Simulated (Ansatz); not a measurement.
System: zinc-blende AlSb. Method: PBE0 (Ansatz, an electronic-structure program, plane waves, PAW).

Settings: plane-wave cutoff 460 eV, 8×8×8 k mesh, Fermi–Dirac smearing 0.01 eV, scalar-relativistic PAW data made under PBE.

Pressure at four volumes; x = ln(V/29.323 Å³). One pressure is withheld.

```json
[
 {"V (Å³/atom)": "27.828", "x": "-0.0523", "P (GPa)": "?"},
 {"V (Å³/atom)": "28.560", "x": "-0.0264", "P (GPa)": "1.53"},
 {"V (Å³/atom)": "29.323", "x": "0.0000", "P (GPa)": "-0.05"},
 {"V (Å³/atom)": "30.757", "x": "0.0477", "P (GPa)": "-2.50"}
]
```

**Question.** Pass a parabola P(x) through the three rows shown, estimate the bulk modulus and its pressure derivative near zero pressure, and predict the withheld pressure.

**Answer.** Slopes between the rows: (-0.05 − (1.53))/(0.0000 − (-0.0264)) = -59.85 and (-2.50 − (-0.05))/(0.0477 − (0.0000)) = -51.36 GPa. Their difference over the span 0.0741 is c = 8.49/0.0741 = 114.6 GPa, so P(x) = 1.53 + (-59.85)(x − (-0.0264)) + 114.6 (x − (-0.0264))(x − (0.0000)). At the middle row B = −dP/dx = −[-59.85 + 114.6 × 0.0264] = 56.8 GPa, and B′ = dB/dP = 2c/B = 4.0. At x = -0.0523 the parabola gives 3.24 GPa; the run gives 3.27 GPa. The Birch–Murnaghan fit to the energies at all volumes has B0 = 57.1 GPa and B′ = 4.3.

Measured, for comparison: bulk modulus 58.2 GPa (temperature not stated, not corrected to a static lattice; as tabulated in Toher et al. (2017), arXiv:1611.05714). Computed (rounded) less measured: bulk modulus -2 %.

Spin–orbit coupling is not included.
